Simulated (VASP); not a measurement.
# HfN (F-43m) in VASP: further runs

One crystal, HfN, is run at these levels: PBEsol, PBE; tasks: relaxation of cell and atoms, single point.

Program: VASP 6.6.1. These are calculated values, not measurements. Logs are shortened: lines on timing, memory, paths and dates and some standing lists are left out, and cuts for length are marked.

## (1) Starting point

The structure is cubic, space group F-43m (No. 216). The conventional cell has a = 4.910 Å, b = 4.910 Å, c = 4.910 Å, α = 90.00°, β = 90.00°, γ = 90.00°. Hf (site symmetry -43m) has 4 N at 2.13 Å as nearest neighbours. Around N (site symmetry -43m) lie 4 Hf at 2.13 Å.

The cell comes from a database or a generator and needn't be the stable form of this composition.

## (2) Relaxation of cell and atoms, PBEsol

INCAR

```
PREC = Accurate
ENCUT = 600
EDIFF = 1E-7
ISMEAR = -1
SIGMA = 0.05
LREAL = False
LASPH = True
NELM = 60
ALGO = Normal
ISIF = 3
LWAVE = False
LCHARG = False
GGA = PS
IBRION = 2
NSW = 60
EDIFFG = -0.01
```

KPOINTS

```
regular mesh
0
Gamma
  8 8 8
```

POSCAR

```
HfN
1.0
    0.0000000000      2.4548220000      2.4548220000
    2.4548220000      0.0000000000      2.4548220000
    2.4548220000      2.4548220000      0.0000000000
Hf N
1 1
Direct
    0.0000000000      0.0000000000      0.0000000000
    0.2500000000      0.2500000000      0.2500000000
```

Potentials or basis: VASP PAW PBE potentials, release 64 (Hf_pv, N).

On the command line:

```
$ cat potpaw_PBE.64/Hf_pv/POTCAR potpaw_PBE.64/N/POTCAR > POTCAR
$ mpirun -np 1 vasp_std > vasp.out
```

OUTCAR:

```text
PREC = Accurate
   ENCUT = 600
   EDIFF = 1E-7
   ISMEAR = -1
   LREAL = False
   LASPH = True
   NELM = 60
   ISIF = 3
   GGA = PS
   IBRION = 2
   NSW = 60
   EDIFFG = -0.01

 ion  position               nearest neighbor table
   1  0.000  0.000  0.000-   2 2.13   2 2.13   2 2.13   2 2.13
   2  0.250  0.250  0.250-   1 2.13   1 2.13   1 2.13   1 2.13

  LATTYP: Found a face centered cubic cell.
 ALAT       =     4.9096440000

  Lattice vectors:

 A1 = (   0.0000000000,   2.4548220000,   2.4548220000)
 A2 = (   2.4548220000,   0.0000000000,   2.4548220000)
 A3 = (   2.4548220000,   2.4548220000,   0.0000000000)

Analysis of symmetry for initial positions (statically):
=====================================================================
 Subroutine PRICEL returns:
 Original cell was already a primitive cell.

 Routine SETGRP: Setting up the symmetry group for a
 face centered cubic supercell.

 Subroutine GETGRP returns: Found 24 space group operations
 (whereof 24 operations were pure point group operations)
 out of a pool of 48 trial point group operations.

The static configuration has the point symmetry T_d .

Analysis of symmetry for dynamics (positions and initial velocities):
=====================================================================
 Subroutine PRICEL returns:
 Original cell was already a primitive cell.

 Routine SETGRP: Setting up the symmetry group for a
 face centered cubic supercell.

 Subroutine GETGRP returns: Found 24 space group operations
 (whereof 24 operations were pure point group operations)
 out of a pool of 48 trial point group operations.

The dynamic configuration has the point symmetry T_d .

 Subroutine INISYM returns: Found 24 space group operations
 (whereof 24 operations are pure point group operations),
 and found     1 'primitive' translations

----------------------------------------------------------------------------------------

                                     Primitive cell

  volume of cell :      29.5863

  direct lattice vectors                    reciprocal lattice vectors
     0.000000000  2.454822000  2.454822000    -0.203680756  0.203680756  0.203680756
     2.454822000  0.000000000  2.454822000     0.203680756 -0.203680756  0.203680756
     2.454822000  2.454822000  0.000000000     0.203680756  0.203680756 -0.203680756

  length of vectors
     3.471642566  3.471642566  3.471642566     0.352785417  0.352785417  0.352785417

  position of ions in fractional coordinates (direct lattice)
     0.000000000  0.000000000  0.000000000
     0.250000000  0.250000000  0.250000000

  ion indices of the primitive-cell ions
   primitive index   ion index
                 1           1
                 2           2

----------------------------------------------------------------------------------------

 KPOINTS: regular mesh

Automatic generation of k-mesh.
 Grid dimensions read from file:
 generate k-points for:    8    8    8

 Generating k-lattice:

  Cartesian coordinates                     Fractional coordinates (reciprocal lattice)
    -0.025460094  0.025460094  0.025460094     0.125000000  0.000000000  0.000000000
     0.025460094 -0.025460094  0.025460094     0.000000000  0.125000000  0.000000000
     0.025460094  0.025460094 -0.025460094     0.000000000  0.000000000  0.125000000

  Length of vectors
     0.044098177  0.044098177  0.044098177

  Shift w.r.t. Gamma in fractional coordinates (k-lattice)
     0.000000000  0.000000000  0.000000000

 Subroutine IBZKPT returns following result:
 ===========================================

 Found     29 irreducible k-points:

 Following reciprocal coordinates:
            Coordinates               Weight
  0.000000  0.000000  0.000000      1.000000
  0.125000  0.000000  0.000000      8.000000
  0.250000  0.000000  0.000000      8.000000
  0.375000  0.000000  0.000000      8.000000
  0.500000  0.000000  0.000000      4.000000
  0.125000  0.125000  0.000000      6.000000
[... 16 lines left out ...]
  0.500000  0.250000  0.125000     48.000000
 -0.375000  0.250000  0.125000     24.000000
 [... further k-points ...]
   k-points           NKPTS =     29   k-points in BZ     NKDIM =     29   number of bands    NBANDS=     11
   number of dos      NEDOS =    301   number of ions     NIONS =      2
   total plane-waves  NPLWV =  21952
   dimension x,y,z NGX =    28 NGY =   28 NGZ =   28
   dimension x,y,z NGXF=    56 NGYF=   56 NGZF=   56
   ions per type =               1   1
   NGX,Y,Z   is equivalent  to a cutoff of  13.41, 13.41, 13.41 a.u.
   NGXF,Y,Z  is equivalent  to a cutoff of  26.82, 26.82, 26.82 a.u.
 SYSTEM =  unknown system
   PREC   = accura    normal or accurate (medium, high low for compatibility)
   ISTART =      0    job   : 0-new  1-cont  2-samecut
   ICHARG =      2    charge: 1-file 2-atom 10-const
   ISPIN  =      1    spin polarized calculation?
   LNONCOLLINEAR =      F non collinear calculations
   LSORBIT =      F    spin-orbit coupling
   LASPH  =      T    aspherical Exc in radial PAW
   ENCUT  =  600.0 eV  44.10 Ry    6.64 a.u.   6.93  6.93  6.93*2*pi/ulx,y,z
   NELM   =     60;   NELMIN=  2; NELMDL= -5     # of ELM steps
   EDIFF  = 0.1E-06   stopping-criterion for ELM
   LREAL  =      F    real-space projection
   EDIFFG = -.1E-01   stopping-criterion for IOM
   NSW    =     60    number of steps for IOM
   IBRION =      2    ionic relax: 0-MD 1-quasi-New 2-CG
   NFREE  =      1    steps in history (QN), initial steepest desc. (CG)
   ISIF   =      3    stress and relaxation
   ISYM   =      2    0-nonsym 1-usesym 2-fastsym
   POTIM  = 0.5000    time-step for ionic-motion
   TEBEG  =    0.0;   TEEND  =   0.0 temperature during run
   PSTRESS=    0.0 pullay stress
   NELECT =      15.0000    total number of electrons
   NUPDOWN=      -1.0000    fix difference up-down
   EMIN   =  10.00;   EMAX   =-10.00  energy-range for DOS
   EFERMI =   0.00;   METHOD = LEGACY
   ISMEAR =    -1;   SIGMA  =   0.05  broadening in eV -4-tet -1-fermi 0-gaus
   EFERMI_NEDOS =   21; number of points for ismear=-14 and -15
   IALGO  =     38    algorithm
   IMIX   =      4    mixing-type and parameters
     AMIX     =   0.40;   BMIX     =  1.00
     AMIX_MAG =   1.60;   BMIX_MAG =  1.00
  volume/ion in A,a.u.               =      14.79        99.83
  Fermi-wavevector in a.u.,A,eV,Ry     =   1.305395  2.466839 23.185087  1.704056
  Thomas-Fermi vector in A             =   2.436267
   LORBIT       =      0    0 simple, 1 ext, 2 COOP (PROOUT), +10 PAW based schemes
   GGA     = PS    functional components
   LHFCALC =     F    Hartree Fock is set to
   AEXX    =    0.0000 exact exchange contribution
   IVDW    =     0    specifies the selected vdW correction
   LEPSILON=     F    determine dielectric tensor
   LRPA    =     F    only Hartree local field effects (RPA)
 conjugate gradient relaxation of ions
 non-spin polarized calculation
  energy-cutoff  :      600.00
  volume of cell :       29.59
 maximum number of plane-waves:       999
   NGX = 13   NGY = 13   NGZ = 13

--------------------------------------- Ionic step        1  -------------------------------------------

 number of electron      15.0000001 magnetization

 Free energy of the ion-electron system (eV)
  ---------------------------------------------------
  ext. energy  EPLUGINS =         0.00000000
  ---------------------------------------------------
  free energy    TOTEN  =       -22.26116690 eV

  energy without entropy =      -22.25695343  energy(sigma->0) =      -22.25906017

------------------------ aborting loop because EDIFF is reached ----------------------------------------

  FORCE on cell =-STRESS in cart. coord.  units (eV):
  Direction    XX          YY          ZZ          XY          YZ          ZX
  --------------------------------------------------------------------------------------
  -------------------------------------------------------------------------------------
  Total       -1.1368614     -1.1368614     -1.1368614      0.0000000     -0.0000000      0.0000000
  in kB      -61.5641764    -61.5641764    -61.5641764      0.0000000     -0.0000000      0.0000000
  external PRESSURE =     -61.5641764 kB  Pullay stress =       0.0000000 kB
[... 57 lines left out ...]
  energy  without entropy=      -22.2237933676  energy(sigma->0) =      -22.22528483

--------------------------------------- Ionic step        3  -------------------------------------------

 number of electron      15.0000003 magnetization

 Free energy of the ion-electron system (eV)
  ---------------------------------------------------
  ext. energy  EPLUGINS =         0.00000000
  ---------------------------------------------------
  free energy    TOTEN  =       -22.27934812 eV

  energy without entropy =      -22.27588665  energy(sigma->0) =      -22.27761739

 E-fermi :   5.8477     XC(G=0): -11.5438

 val. band max:        5.7975426908   @ k =  -0.3750   0.2500   0.1250
 cond. band min:       5.9873722093   @ k =   0.1250   0.0000   0.0000
 fundamental gap:      0.1898295185
 Fermi energy:         5.8476606973

 k-point     1 :       0.0000    0.0000    0.0000
  band No.  band energies     occupation
      1     -25.0957      2.00000
      2     -25.0957      2.00000
      3     -25.0957      2.00000
      4     -10.4143      2.00000
      5       0.2469      2.00000
      6       0.2469      2.00000
      7       0.2469      2.00000
      8       5.1856      2.00000
      9       8.1230      0.00000
     10       8.1230      0.00000
     11      12.6342      0.00000
[... 309 lines left out ...]
 k-point    24 :      -0.3750    0.2500    0.1250
  band No.  band energies     occupation
      1     -25.5725      2.00000
      2     -25.3011      2.00000
      3     -25.2077      2.00000
      4      -9.0195      2.00000
      5       0.2348      2.00000
      6       0.4867      2.00000
      7       1.4596      2.00000
      8       5.7975      1.46304
      9       7.7598      0.00000
     10       8.8210      0.00000
     11      11.7928      0.00000

 [... further k-points ...]
[... 5 lines left out ...]
  --------------------------------------------------------------------------------------
  -------------------------------------------------------------------------------------
  Total       -0.0173973     -0.0173973     -0.0173973      0.0000000      0.0000000      0.0000000
  in kB       -0.9718159     -0.9718159     -0.9718159      0.0000000      0.0000000      0.0000000
  external PRESSURE =      -0.9718159 kB  Pullay stress =       0.0000000 kB
[... 17 lines left out ...]
  FREE ENERGIE OF THE ION-ELECTRON SYSTEM (eV)
  ---------------------------------------------------
  free  energy   TOTEN  =       -22.2793481249 eV

  energy  without entropy=      -22.2758866493  energy(sigma->0) =      -22.27761739

 reached required accuracy - stopping structural energy minimisation
```

Run time: 24 s. Hardware: 1 thread of Intel Xeon Platinum 8488C (Sapphire Rapids), shared host; peak memory 0.17 GiB.

Results:

```yaml
Free_energy: -22.2793 eV
Relaxed_volume: 14.34 Å³/atom
Relaxed_cell: a = 3.436 Å, b = 3.436 Å, c = 3.436 Å, α = 60.00°, β = 60.00°, γ = 60.00°
Space_group_after_relaxing_to_0.05_Å: F-43m (No. 216)
Energy_gained_by_relaxing: 9.1 meV/atom
Ionic_steps: 3
Pressure_after_relaxing: -0.1 GPa
Band_gap_on_the_k_mesh: none (metal or under the smearing width)
```

Step by step:
```tsv
step	energy change (eV)	largest force (eV/Å)	pressure (GPa)	volume (Å³)
1	0.0000	0.0000	-6.16	29.59
2	0.0344	0.0000	12.16	27.22
3	-0.0182	0.0000	-0.10	28.68
```

Final structure:
```
CELL_PARAMETERS angstrom
0.00000 2.42955 2.42955
2.42955 0.00000 2.42955
2.42955 2.42955 0.00000
ATOMIC_POSITIONS crystal
Hf 0.00000 0.00000 0.00000
N 0.25000 0.25000 0.25000
```

Caveat: the PAW data sets were made with another functional, which shifts forces and pressure a little.

## (3) Single point, PBE

INCAR

```
SYSTEM = HfN
  PREC = Accurate
  ENCUT = 350
  EDIFF = 1E-6
  ISMEAR = 0
  SIGMA = 0.02
  LREAL = .False.
  LASPH = .True.
  NELM = 100
  ALGO = Normal
  ISIF = 2
  LWAVE = .False.
  LCHARG = .False.
  GGA = PE
  NBANDS = 16
```

KPOINTS

```
Automatic mesh
0
Gamma
  4 4 4
  0 0 0
```

POSCAR is that of step 2.

Potentials or basis: VASP PAW PBE potentials, release 64 (Hf_sv_GW, N_GW).

On the command line:

```
$ cat potpaw_PBE.64/Hf_sv_GW/POTCAR potpaw_PBE.64/N_GW/POTCAR > POTCAR
$ mpirun -np 1 vasp_std > vasp.out
```

Run time: 10 s. Hardware: 1 thread of AMD EPYC 7R43 (Zen 3), shared host; peak memory 0.1 GiB.

The run converged, but a check on its numbers failed (symmetry, net force, bounds or a known fault of this set-up), so they aren't taken as properties of the crystal.

Caveat: the k mesh is coarse (spacing up to 0.55 Å⁻¹), so the values aren't converged; the cutoff lies under the usual one of these potentials, so the numbers hold a large basis-set error.

## (4) Single point, PBE

INCAR

```
SYSTEM = HfN
ALGO = Normal
EDIFF = 1E-6
ENCUT = 450
GGA = PE
ISIF = 2
ISMEAR = 0
LASPH = .True.
LCHARG = .False.
LREAL = .False.
LWAVE = .False.
NELM = 100
PREC = Accurate
SIGMA = 0.02
```

KPOINTS

```
k-points
0
Gamma
  6 6 6
  0 0 0
```

POSCAR is that of step 3.

On the command line:

```
$ cat potpaw_PBE.64/Hf_sv_GW/POTCAR potpaw_PBE.64/N_GW/POTCAR > POTCAR
$ mpirun -np 1 vasp_std > vasp.out
```

Run time: 7.9 s. Hardware: 1 thread of Intel Xeon Platinum 8559C (Emerald Rapids), shared host; peak memory 0.13 GiB.

Results (log left out):

* Free energy: -23.9893 eV
* Band gap on the k mesh: none (metal or under the smearing width)

Levels at points of the mesh, in eV from the Fermi level:
| k point | band 5 | band 6 | band 7 | band 8 | band 9 | band 10 | band 11 | band 12 |
| --- | --- | --- | --- | --- | --- | --- | --- | --- |
| (0.00, 0.00, 0.00) | -16.46 | -5.77 | -5.77 | -5.77 | -1.00 | 1.94 | 1.94 | 6.29 |
| (0.50, 0.00, 0.00) | -15.41 | -6.03 | -5.18 | -5.18 | 1.23 | 2.44 | 2.44 | 3.97 |
| (0.50, 0.50, 0.00) | -15.05 | -7.20 | -3.93 | -3.93 | -1.44 | 1.89 | 3.74 | 4.36 |

Caveat: the k mesh is coarse (spacing up to 0.37 Å⁻¹), so the values aren't converged; the cutoff is under 1.25 times the usual one of these potentials, so pressure, stress and relaxed cells hold a basis-set (Pulay) error. Spin-orbit coupling is left out, which matters for the levels of Hf.
